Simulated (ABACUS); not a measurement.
CdSe:

```
Cd Se
1.0
     0.00000    3.07027    3.07027
     3.07027    0.00000    3.07027
     3.07027    3.07027    0.00000
Cd Se
1 1
Direct
  0.00000 0.00000 0.00000
  0.25000 0.25000 0.25000
```

Measurements of this composition are mostly on another form, of space group No. 186.

A run of ABACUS 3.10.1 on this cell left the log below. Logs are shortened: lines on timing, memory, paths and dates and some standing lists are left out, and cuts for length are marked.

```text
ABACUS v3.10.1

               Atomic-orbital Based Ab-initio Computation at UStc

 ------------------------------------------------------------------------------------

 READING GENERAL INFORMATION
                           global_out_dir = OUT.CdSe/
                           global_in_card = INPUT
                               pseudo_dir = ./
                              orbital_dir =
                                    DSIZE = 4
                                    GSIZE = 1

 READING UNITCELL INFORMATION
                                    ntype = 2
                  lattice constant (Bohr) = 1.88973
              lattice constant (Angstrom) = 1

 READING ATOM TYPE 1
                               atom label = Cd
                      L=0, number of zeta = 1
                      L=1, number of zeta = 1
                      L=2, number of zeta = 1
             number of atom for this type = 1

 READING ATOM TYPE 2
                               atom label = Se
                      L=0, number of zeta = 1
                      L=1, number of zeta = 1
                      L=2, number of zeta = 1
             number of atom for this type = 1

                        TOTAL ATOM NUMBER = 2
DIRECT COORDINATES
    atom                   x                   y                   z     mag                  vx                  vy                  vz
taud_Cd1            0.0000000000        0.0000000000        0.0000000000  0.0000        0.0000000000        0.0000000000        0.0000000000
taud_Se1            0.2500000000        0.2500000000        0.2500000000  0.0000        0.0000000000        0.0000000000        0.0000000000

                          Volume (Bohr^3) = 390.622
                             Volume (A^3) = 57.8842

 Lattice vectors: (Cartesian coordinate: in unit of a_0)
                   +0            +3.07027            +3.07027
[... 257 lines left out ...]
                          Error Threshold = 0.000227345531273
----------------------------------------------------------
     Energy           Rydberg                 eV
----------------------------------------------------------
 E_KohnSham     -592.6929160020      -8064.0008218626
 E_Harris       -593.6007745844      -8076.3528715614
 E_Fermi        0.5319264756         7.2372309858
----------------------------------------------------------
[... 75 lines left out ...]
 Density error is 4.89561202939e-10
                          Error Threshold = 4.08375673478e-11
----------------------------------------------------------
     Energy           Rydberg                 eV
----------------------------------------------------------
 E_KohnSham     -592.7173726212      -8064.3335712376
 E_KS(sigma->0) -592.7173700618      -8064.3335364150
 E_Harris       -592.7174276311      -8064.3343196863
 E_band         -65.9429061242       -897.1992659681
 E_one_elec     -396.4574568497      -5394.0804277444
 E_Hartree      203.2014470905       2764.6975222757
 E_xc           -96.0379072876       -1306.6627631067
 E_Ewald        -303.4234504556      -4128.2878330172
 E_entropy(-TS) -0.0000051188        -0.0000696451
 E_descf        0.0000000000         0.0000000000
 E_exx          0.0000000000         0.0000000000
 E_Fermi        0.5495896123         7.4775502894
----------------------------------------------------------

 charge density convergence is achieved
 final etot is -8064.3335712 eV
 EFERMI = 7.4775502894 eV
The vacuum level is 11.183073015 eV

 STATE ENERGY(eV) AND OCCUPATIONS    NSPIN == 1
 1/29 kpoint (Cartesian) = 0.0000 0.0000 0.0000 (1711 pws)
       1       -94.2713     0.00390625
       2       -55.3653     0.00390625
       3       -55.3653     0.00390625
       4       -55.3653     0.00390625
       5       -39.4759     0.00390625
       6       -39.4759     0.00390625
[... 134 lines left out ...]
      21        13.5713    2.75756e-55
      22        13.5713    2.75756e-55

[... levels at 23 further k points ...]

------------------------------------------------------------------------------------------
 TOTAL-FORCE (eV/Angstrom)
------------------------------------------------------------------------------------------
                       Cd1         0.0000000000         0.0000000000         0.0000000000
                       Se1         0.0000000000         0.0000000000         0.0000000000
------------------------------------------------------------------------------------------

----------------------------------------------------------------
 TOTAL-STRESS (KBAR)
----------------------------------------------------------------
       -13.9248377027         0.0000000000         0.0000000000
        -0.0000000000       -13.9248377027         0.0000000000
        -0.0000000000         0.0000000000       -13.9248377027
----------------------------------------------------------------
 TOTAL-PRESSURE: -13.924838 KBAR

 --------------------------------------------
 !FINAL_ETOT_IS -8064.3335712375883304 eV
 --------------------------------------------
```

Question: Write the input and the command behind it.

Answer: Single point with PBEsol, no spin polarisation. The files as run (others can give the same):

INPUT
```
INPUT_PARAMETERS
suffix              CdSe
calculation         scf
basis_type          pw
pseudo_dir          ./
symmetry            1
dft_functional      pbesol
ecutwfc             103
pseudo_rcut         7
nspin               1
nbands              22
ks_solver           dav
smearing_method     fd
smearing_sigma      0.00367493
scf_thr             1e-08
scf_nmax            100
mixing_type         broyden
mixing_beta         0.7
cal_force           1
cal_stress          1
out_chg             1
out_pot             2
out_elf             1
```

STRU
```
ATOMIC_SPECIES
Cd 112.4140 Cd.upf
Se 78.9710 Se.upf

LATTICE_CONSTANT
1.8897261246

LATTICE_VECTORS
0.0000000000 3.0702711986 3.0702711986
3.0702711986 0.0000000000 3.0702711986
3.0702711986 3.0702711986 0.0000000000

ATOMIC_POSITIONS
Direct

Cd
0.0
1
0.0000000000 0.0000000000 0.0000000000 1 1 1

Se
0.0
1
0.2500000000 0.2500000000 0.2500000000 1 1 1
```

KPT
```
K_POINTS
0
Gamma
8 8 8 0 0 0
```

Potentials or basis: PseudoDojo NC SR 0.4.1 PBEsol standard, plane waves.
The run is started by
```bash
$ OMP_NUM_THREADS=1 mpirun -np 4 abacus > log
```
